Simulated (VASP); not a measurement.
Runs of VASP 6.6.1 on InP. It takes space group F-43m (No. 216, cubic). Conventional cell: a = 5.958 Å, b = 5.958 Å, c = 5.958 Å, α = 90.00°, β = 90.00°, γ = 90.00°. In (site symmetry -43m) has 4 P at 2.58 Å as nearest neighbours. Around P (site symmetry -43m) lie 4 In at 2.58 Å. 

```csv
task,potentials or basis,cell,k mesh,cutoff (eV),mesh quality,gap on the mesh (eV),pressure (GPa)
relaxation of cell and atoms,"VASP PAW PBE potentials, release 64 (In_d, P)",relaxed,8 × 8 × 8,600,not flagged,0.44,0.0
relaxation of the atoms,"VASP PAW PBE potentials, release 64 (In, P)",atoms relaxed from: a relaxed cell with its volume scaled by 1.02,4 × 4 × 4,300,coarse,(c),-1.1
relaxation of cell and atoms,"VASP PAW PBE potentials, release 64 (In, P)",relaxed,4 × 4 × 4,300,coarse,0.36,0.0
relaxation of the atoms,"VASP PAW PBE potentials, release 64 (In, P)",atoms relaxed from: a relaxed cell with its volume scaled by 0.94,4 × 4 × 4,300,coarse,(b),4.5
relaxation of the atoms,"VASP PAW PBE potentials, release 64 (In, P)",atoms relaxed from: a relaxed cell with its volume scaled by 0.98,4 × 4 × 4,300,coarse,0.47,1.3
relaxation of the atoms,"VASP PAW PBE potentials, release 64 (In_d, P)",atoms relaxed from: a relaxed cell with its volume scaled by 0.96,8 × 8 × 8,600,not flagged,0.67,2.7
relaxation of the atoms,"VASP PAW PBE potentials, release 64 (In_d, P)",atoms relaxed from: a relaxed cell with its volume scaled by 1.04,8 × 8 × 8,600,not flagged,0.23,-2.1
relaxation of the atoms,"VASP PAW PBE potentials, release 64 (In_d, P)",atoms relaxed from: a relaxed cell with its volume scaled by 1.06,8 × 8 × 8,600,not flagged,0.12,-3.0
relaxation of the atoms,"VASP PAW PBE potentials, release 64 (In, P)",atoms relaxed from: a relaxed cell with its volume scaled by 1.04,4 × 4 × 4,300,coarse,(a),-2.2
relaxation of the atoms,"VASP PAW PBE potentials, release 64 (In, P)",atoms relaxed from: a relaxed cell with its volume scaled by 1.06,4 × 4 × 4,300,coarse,0.03,-2.9
```

Alike in all rows: level PBE; no spin polarisation; smearing gaussian 0.03 eV.

Question: Estimate the missing entries.

Answer: (a) 0.14; (b) 0.70; (c) 0.25.

Caveats: some runs use coarse meshes; spin-orbit coupling is left out, which moves the levels of the heavy elements; the relaxation stopped at its first step, so nothing moved (some runs); the cutoff is under 1.25 times the usual one of these potentials, so pressure, stress and relaxed cells hold a basis-set (Pulay) error (some runs).

A k mesh can miss the band edges, and the runs leave out spin-orbit coupling on In.

The runs don't all hold the same shells in valence.
